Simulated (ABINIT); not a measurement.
AlN in ABINIT: the effect of functional

Crystal: AlN.

```xyz
4
Lattice="3.1130 0.0000 0.0000 -1.5565 2.6959 0.0000 0.0000 0.0000 4.9810" Properties=species:S:1:pos:R:3 pbc="T T T"
Al    1.5565    0.8986    2.4905
Al    0.0000    1.7973    0.0000
N     1.5565    0.8986    4.3833
N     0.0000    1.7973    1.8928
```

Alike in all runs:

* Program: ABINIT 10.8.3 (patched build)
* Task: band structure
* Potentials or basis: JTH PAW PBE v2.0
* Cutoff: 844 eV
* k mesh: 10 × 10 × 6
* Occupations: fermi-dirac, width 0.05 eV
* Spin: no spin polarisation

| functional | gap on the mesh (eV) | pressure (GPa) | largest force (eV/Å) |
| --- | --- | --- | --- |
| LDA | 4.21 | -2.7 | 0.12 |
| PBEsol | 4.12 | 1.3 | 0.13 |
| RPBE | 4.25 | 7.3 | 0.14 |
| BLYP | ? | ? | ? |
| AM05 | 4.18 | 1.5 | 0.14 |
| r2SCAN | 4.81 | 2.3 | 0.15 |
| SCAN | 4.85 | 1.6 | 0.24 |
| revPBE | 4.23 | 6.5 | 0.14 |
| PW91 | 4.23 | 3.4 | 0.13 |
| WC | 4.12 | 1.0 | 0.13 |

**Question.** What does the run with functional BLYP give?

**Answer.** gap on the mesh 4.51 eV; pressure 6.4 GPa; largest force 0.11 eV/Å.

Caveats: the PAW data sets were made with another functional, which shifts forces and pressure a little.

Runs at the PBE level aren't shown here.
